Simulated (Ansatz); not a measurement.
Born–Oppenheimer molecular dynamics of a periodic cell of 16 atoms, Se (start crystal Se, start structure R-3m, volume 1.05 times the crystal's). It starts from a structure without forces on its atoms.

The calculation used DFT PBE, scalar-relativistic, plane waves, PAW (Ansatz 0.2.0). Settings: cutoff 420 eV, k mesh 3x3x3, fermi-dirac smearing 0.16 eV, no spin polarisation.

* ensemble: NVT, Langevin thermostat
* time step: 4.5 fs
* steps asked: 300
* set temperature: 300 K
* friction: 0.02 /fs
* temperature schedule: 300 steps to 1800 K
* seed: 467670

Frames 22.5 fs apart, positions in Å, forces in eV/Å.

Velocities at 855.0 fs (Å/ps):

```
Se -1.75 3.90 2.77
Se 1.23 -4.00 -1.46
Se 0.72 -0.74 7.37
Se -1.91 6.21 3.31
Se 1.75 -3.66 -3.60
Se -2.11 -5.41 -2.96
Se -1.37 -1.40 -2.05
Se 2.75 -1.26 -3.22
Se -0.05 0.17 -3.25
Se -2.16 0.12 2.18
Se 4.04 1.08 2.44
Se 2.62 1.07 2.48
Se -6.47 1.97 1.44
Se -5.03 0.22 -1.86
Se -1.02 1.60 2.04
Se -3.60 -1.42 1.53
```

```xyz
16
Lattice="-3.9131 -2.2592 3.5845 3.9131 -2.2592 3.5845 0.0000 4.5185 3.5845" Properties=species:S:1:pos:R:3:forces:R:3 time_fs=855.0 energy_less_start_eV=2.410 T=817
Se -0.195 0.327 0.491 0.16 0.56 -0.01
Se -2.143 -0.901 1.932 -0.21 0.00 1.77
Se 1.807 -1.008 2.144 0.13 0.97 -1.19
Se -0.275 2.534 2.211 2.54 -2.42 -2.49
Se -0.110 0.178 3.029 -0.26 -0.77 0.08
Se -0.143 -2.252 3.880 -1.11 0.68 -1.29
Se -2.117 1.225 3.662 -1.00 1.15 1.12
Se -1.966 -0.954 4.857 -3.56 -1.06 -1.91
Se 1.772 1.421 3.771 -0.19 0.16 1.47
Se 1.647 -0.865 4.734 0.37 1.07 0.14
Se -0.267 2.543 4.764 1.68 -0.98 0.31
Se -0.437 0.303 5.595 4.19 1.30 1.88
Se -0.141 -2.110 6.553 -0.22 0.05 0.25
Se -2.305 1.519 6.621 1.61 -0.51 -0.04
Se 1.896 1.385 6.472 -3.22 -0.73 0.26
Se -0.061 0.081 8.302 -0.90 0.52 -0.35
16
Lattice="-3.9131 -2.2592 3.5845 3.9131 -2.2592 3.5845 0.0000 4.5185 3.5845" Properties=species:S:1:pos:R:3:forces:R:3 time_fs=877.5 energy_less_start_eV=2.302 T=1053
Se -0.213 0.299 0.481 -0.60 0.89 0.85
Se -2.130 -1.011 1.939 -0.89 2.26 1.72
Se 1.806 -1.036 2.176 -0.32 0.91 -1.15
Se -0.257 2.581 2.207 0.18 -4.04 -1.88
Se -0.108 0.131 3.004 -1.33 0.14 0.43
Se -0.237 -2.339 3.822 -0.18 1.77 0.43
Se -2.193 1.250 3.699 0.19 -0.33 0.64
Se -1.999 -1.025 4.780 -2.07 1.10 -0.84
Se 1.725 1.453 3.765 0.24 -0.21 1.04
Se 1.597 -0.874 4.812 0.73 -0.22 0.00
Se -0.201 2.477 4.853 0.39 -0.16 -1.44
Se -0.329 0.291 5.586 0.35 -0.71 1.04
Se -0.323 -2.100 6.587 2.18 0.18 0.03
Se -2.404 1.472 6.582 3.13 -1.24 0.22
Se 1.782 1.360 6.579 -0.90 -1.24 0.13
Se -0.166 0.081 8.382 -1.08 0.91 -1.21
16
Lattice="-3.9131 -2.2592 3.5845 3.9131 -2.2592 3.5845 0.0000 4.5185 3.5845" Properties=species:S:1:pos:R:3:forces:R:3 time_fs=900.0 energy_less_start_eV=2.315 T=1275
Se -0.190 0.257 0.422 -3.19 -1.49 0.25
Se -2.131 -1.100 2.062 -0.45 4.40 -0.65
Se 1.727 -0.929 2.096 0.19 -1.61 0.24
Se -0.221 2.482 2.140 -2.31 -2.04 -0.45
Se -0.112 0.105 3.059 -2.28 0.16 -0.16
Se -0.344 -2.306 3.859 1.31 1.77 1.15
Se -2.233 1.273 3.816 0.71 -0.67 -1.14
Se -2.209 -0.991 4.660 0.96 1.54 0.69
Se 1.691 1.457 3.781 0.75 -0.73 1.39
Se 1.517 -0.965 4.855 1.61 -0.74 -0.03
Se -0.142 2.367 4.899 -0.88 1.43 -2.05
Se -0.331 0.233 5.630 -0.33 -2.21 0.63
Se -0.457 -2.125 6.650 2.49 0.55 -0.67
Se -2.352 1.378 6.470 1.29 -1.90 1.09
Se 1.661 1.233 6.655 1.63 1.25 -0.26
Se -0.259 0.094 8.419 -1.48 0.29 -0.04
16
Lattice="-3.9131 -2.2592 3.5845 3.9131 -2.2592 3.5845 0.0000 4.5185 3.5845" Properties=species:S:1:pos:R:3:forces:R:3 time_fs=922.5 energy_less_start_eV=2.447 T=1236
Se -0.231 0.231 0.412 -1.12 -3.04 -1.16
Se -2.120 -0.933 2.127 -1.23 -1.05 -1.42
Se 1.698 -0.864 1.970 -2.02 -1.56 1.88
Se -0.259 2.350 1.976 -1.33 0.99 2.45
Se -0.254 0.120 3.089 1.73 -0.48 -0.56
Se -0.310 -2.270 3.944 1.05 2.27 -0.81
Se -2.250 1.192 3.810 -0.61 2.77 -0.09
Se -2.204 -0.889 4.638 -0.07 -2.14 1.27
Se 1.677 1.390 3.839 -1.13 -1.10 1.02
Se 1.489 -1.039 4.871 0.70 1.27 -1.48
Se -0.223 2.296 4.854 -0.29 1.91 -1.17
Se -0.396 0.139 5.727 2.46 -1.36 0.21
Se -0.482 -2.170 6.715 1.45 0.32 -1.78
Se -2.236 1.295 6.437 -2.75 1.17 0.63
Se 1.631 1.144 6.687 1.79 2.08 -0.99
Se -0.353 0.169 8.423 1.35 -2.05 2.01
16
Lattice="-3.9131 -2.2592 3.5845 3.9131 -2.2592 3.5845 0.0000 4.5185 3.5845" Properties=species:S:1:pos:R:3:forces:R:3 time_fs=945.0 energy_less_start_eV=2.594 T=1318
Se -0.286 0.088 0.350 0.11 -0.31 0.38
Se -2.173 -0.797 2.209 -1.01 -3.55 -1.50
Se 1.634 -0.904 1.902 -1.40 -1.41 2.35
Se -0.286 2.403 1.929 -0.17 -0.63 2.78
Se -0.388 0.154 3.109 3.65 -0.29 -0.76
Se -0.177 -2.157 4.006 -1.72 -0.91 -2.72
Se -2.326 1.268 3.777 -0.41 0.62 2.22
Se -2.227 -0.953 4.738 -0.40 -0.47 0.74
Se 1.597 1.325 3.900 -0.03 0.39 -0.19
Se 1.519 -1.023 4.853 1.95 2.26 -1.92
Se -0.314 2.262 4.788 -0.15 0.75 1.22
Se -0.360 -0.002 5.805 0.44 2.33 0.80
Se -0.472 -2.193 6.790 -0.24 -0.73 -2.29
Se -2.250 1.370 6.425 0.24 -0.44 0.84
Se 1.745 1.133 6.693 -1.34 2.92 -1.56
Se -0.321 0.206 8.531 0.46 -0.52 -0.39
16
Lattice="-3.9131 -2.2592 3.5845 3.9131 -2.2592 3.5845 0.0000 4.5185 3.5845" Properties=species:S:1:pos:R:3:forces:R:3 time_fs=967.5 energy_less_start_eV=2.742 T=1489
Se -0.262 -0.049 0.315 -0.41 2.44 1.21
Se -2.151 -0.883 2.216 -1.15 0.62 -0.04
Se 1.431 -1.048 1.970 2.90 0.62 0.97
Se -0.302 2.442 1.998 0.62 -1.38 1.00
Se -0.299 0.192 3.096 -0.88 0.14 0.46
Se -0.060 -2.089 3.950 -4.53 -1.91 0.43
Se -2.400 1.400 3.760 1.01 -2.17 1.84
Se -2.304 -1.096 4.867 1.53 2.46 -0.89
Se 1.564 1.375 3.915 1.04 0.91 -0.69
Se 1.637 -0.979 4.815 1.72 0.71 0.04
Se -0.361 2.281 4.815 -1.95 -1.52 0.12
Se -0.266 0.001 5.822 -1.75 1.68 0.00
Se -0.573 -2.187 6.774 1.44 -1.31 -1.91
Se -2.232 1.452 6.473 2.10 -2.77 0.47
Se 1.728 1.317 6.617 -1.12 -0.39 -0.82
Se -0.302 0.196 8.611 -0.56 1.87 -2.19
16
Lattice="-3.9131 -2.2592 3.5845 3.9131 -2.2592 3.5845 0.0000 4.5185 3.5845" Properties=species:S:1:pos:R:3:forces:R:3 time_fs=990.0 energy_less_start_eV=4.225 T=1563
Se -0.253 0.067 0.378 1.15 -1.62 -0.33
Se -2.194 -0.974 2.315 -1.17 2.88 -0.23
Se 1.439 -1.210 1.998 1.77 6.13 -1.64
Se -0.259 2.463 2.073 0.38 1.23 1.07
Se -0.192 0.140 3.104 -1.73 0.43 1.19
Se -0.099 -2.090 3.904 -2.65 0.71 4.09
Se -2.324 1.450 3.852 -0.29 -2.34 -0.53
Se -2.329 -1.063 4.964 2.33 1.55 -1.91
Se 1.609 1.498 3.854 -0.20 -1.43 0.74
Se 1.910 -0.974 4.775 -4.30 -0.21 2.45
Se -0.414 2.257 4.850 -1.65 0.12 -1.65
Se -0.209 0.056 5.887 0.52 -1.49 -2.19
Se -0.697 -2.212 6.729 3.87 0.88 -2.32
Se -2.111 1.385 6.600 -1.44 -0.24 -0.79
Se 1.690 1.471 6.521 2.15 -6.40 2.21
Se -0.293 0.295 8.506 1.27 -0.20 -0.17
16
Lattice="-3.9131 -2.2592 3.5845 3.9131 -2.2592 3.5845 0.0000 4.5185 3.5845" Properties=species:S:1:pos:R:3:forces:R:3 time_fs=1012.5 energy_less_start_eV=3.305 T=1574
Se -0.255 0.168 0.404 0.32 -2.13 0.06
Se -2.325 -0.944 2.436 0.61 1.91 -1.49
Se 1.591 -1.046 1.933 -1.86 -0.49 0.99
Se -0.184 2.528 2.150 -0.86 0.37 -0.23
Se -0.246 0.067 3.152 -0.16 1.29 -0.86
Se -0.255 -2.033 4.041 1.95 0.32 -0.41
Se -2.261 1.398 3.854 -0.86 -2.25 -0.37
Se -2.226 -0.935 4.950 -0.74 0.90 -1.72
Se 1.653 1.450 3.805 -2.31 -1.36 3.65
Se 1.924 -0.864 4.768 -3.47 -1.91 1.46
Se -0.504 2.302 4.878 1.81 1.24 0.56
Se -0.148 0.048 5.896 1.08 0.54 -2.54
Se -0.660 -2.144 6.642 4.97 -0.41 0.22
Se -2.133 1.228 6.624 -0.91 3.27 -1.83
Se 1.731 1.336 6.519 -0.03 1.38 1.12
Se -0.195 0.362 8.380 0.44 -2.67 1.41
16
Lattice="-3.9131 -2.2592 3.5845 3.9131 -2.2592 3.5845 0.0000 4.5185 3.5845" Properties=species:S:1:pos:R:3:forces:R:3 time_fs=1035.0 energy_less_start_eV=2.943 T=1843
Se -0.255 0.081 0.369 -0.81 1.91 1.12
Se -2.350 -0.845 2.404 0.99 -0.44 -1.92
Se 1.579 -0.932 1.928 0.56 -1.11 1.75
Se -0.158 2.530 2.167 -2.87 -2.44 -0.99
Se -0.347 0.071 3.190 2.75 1.60 -2.43
Se -0.322 -2.060 4.138 1.34 -1.93 -2.55
Se -2.221 1.246 3.795 0.48 2.09 0.82
Se -2.146 -0.772 4.899 -2.69 -1.80 0.64
Se 1.573 1.361 3.875 0.51 0.38 1.69
Se 1.759 -0.853 4.808 1.93 -1.70 -1.81
Se -0.444 2.423 5.014 0.34 -0.56 -0.24
Se -0.091 0.087 5.791 -0.86 3.06 0.57
Se -0.458 -2.042 6.582 -0.44 -2.01 2.43
Se -2.236 1.275 6.560 2.65 1.21 0.58
Se 1.789 1.300 6.611 -1.02 2.44 0.41
Se -0.032 0.244 8.388 -2.86 -0.71 -0.08
16
Lattice="-3.9131 -2.2592 3.5845 3.9131 -2.2592 3.5845 0.0000 4.5185 3.5845" Properties=species:S:1:pos:R:3:forces:R:3 time_fs=1057.5 energy_less_start_eV=3.378 T=1831
Se -0.313 0.052 0.373 2.60 2.72 1.70
Se -2.336 -0.722 2.266 1.51 -2.64 -1.30
Se 1.529 -0.935 1.970 3.52 1.74 0.58
Se -0.334 2.494 2.174 -0.01 -2.58 0.19
Se -0.303 0.100 3.180 2.91 1.61 -0.87
Se -0.336 -2.208 4.050 -1.17 0.63 0.94
Se -2.181 1.210 3.751 0.99 4.43 1.21
Se -2.222 -0.702 4.908 -0.56 -3.41 1.89
Se 1.603 1.391 4.060 1.07 0.77 -1.96
Se 1.672 -0.933 4.671 1.41 1.11 -0.56
Se -0.355 2.466 5.208 -1.92 -0.69 -3.43
Se -0.093 0.248 5.763 -1.18 -1.69 0.95
Se -0.280 -2.079 6.619 -4.56 0.30 0.59
Se -2.224 1.414 6.542 0.38 -1.15 0.81
Se 1.843 1.435 6.692 -2.29 -1.33 -0.51
Se 0.025 0.125 8.415 -2.69 0.17 -0.24
16
Lattice="-3.9131 -2.2592 3.5845 3.9131 -2.2592 3.5845 0.0000 4.5185 3.5845" Properties=species:S:1:pos:R:3:forces:R:3 time_fs=1080.0 energy_less_start_eV=3.426 T=1835
Se -0.293 0.162 0.411 3.39 -0.69 0.07
Se -2.311 -0.691 2.088 0.87 -1.16 2.46
Se 1.603 -0.880 1.994 2.39 0.25 -1.14
Se -0.400 2.274 2.169 0.14 2.54 0.89
Se -0.201 0.101 3.059 -1.72 0.65 2.62
Se -0.361 -2.235 4.004 -1.34 2.42 2.03
Se -2.171 1.484 3.761 0.55 -2.42 0.48
Se -2.317 -0.785 5.025 2.76 0.78 -1.78
Se 1.620 1.422 4.139 1.10 0.86 -1.98
Se 1.663 -0.962 4.502 -1.25 2.34 2.11
Se -0.327 2.447 5.202 -1.39 0.50 -3.74
Se -0.138 0.284 5.770 -0.91 -3.83 -0.15
Se -0.344 -2.180 6.630 0.00 2.74 0.29
Se -2.222 1.436 6.609 -1.66 -1.44 -0.78
Se 1.821 1.526 6.708 -0.37 -2.26 -1.98
Se -0.024 0.079 8.445 -2.54 -1.28 0.60
16
Lattice="-3.9131 -2.2592 3.5845 3.9131 -2.2592 3.5845 0.0000 4.5185 3.5845" Properties=species:S:1:pos:R:3:forces:R:3 time_fs=1102.5 energy_less_start_eV=3.333 T=1417
Se -0.133 0.111 0.407 -0.67 0.71 0.48
Se -2.312 -0.665 2.032 1.08 -0.27 2.27
Se 1.786 -0.812 2.027 -1.27 -2.61 -1.53
Se -0.351 2.204 2.133 -0.13 1.91 0.40
Se -0.232 0.113 3.076 -2.23 -0.71 1.34
Se -0.342 -2.171 4.057 -0.26 0.28 -0.51
Se -2.077 1.654 3.753 -1.68 -4.46 0.83
Se -2.236 -0.837 5.105 0.55 2.69 -4.27
Se 1.682 1.480 4.081 -0.29 1.16 -0.50
Se 1.595 -0.807 4.466 0.04 -1.15 3.04
Se -0.303 2.445 5.064 -0.49 0.23 -0.34
Se -0.247 0.165 5.807 1.13 0.09 0.36
Se -0.434 -2.136 6.668 4.54 1.29 1.77
Se -2.253 1.404 6.631 0.59 -0.17 -1.92
Se 1.777 1.522 6.609 -0.92 0.32 -0.45
Se -0.108 -0.037 8.563 0.01 0.70 -0.97
```

Of the whole run (1350 fs, mean temperature of the second half 1404 K): The schedule's set-point averaged 1425 K over the second half and the system 1404 K. A run of 1.4 ps of so small a system gives no equilibrium averages. Limits of this set-up: coarse k mesh.

Run time: 59 min on 4 threads of Arm Neoverse V2, with other jobs on the host, peak memory 1.3 GiB.
